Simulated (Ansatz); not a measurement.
**The dipole moment down a group: C to Sn**

One atom is swapped for its congeners: C3H2N2 (malononitrile) `N#CCC#N`; GeH2(CN)2; SnH2(CN)2. The Si member is missing. All are singlets with charge 0.

Shapes, held fixed at every level: PBE0-D4/def2-TZVP. Programs: Ansatz 0.2.0. Values in D.

```csv
level,C3H2N2,GeH2(CN)2,SnH2(CN)2
PBE-D4/def2-TZVPP,3.77,4.03,4.56
r2SCAN-D4/def2-TZVPP,3.88,4.12,4.66
B3LYP-D4/def2-TZVPP,3.86,4.17,4.73
wB97M-V/def2-TZVPP,3.86,4.19,4.76
measured,3.73,–,–
```

At wB97M-V/def2-TZVPP the dipole moment rises at every step, from 3.86 to 4.76 D. Every level shows the same order. Measured values: NIST CCCBDB. For atoms past krypton def2 sets carry core potentials with scalar relativity. Relativity is left out for Ge unless named.
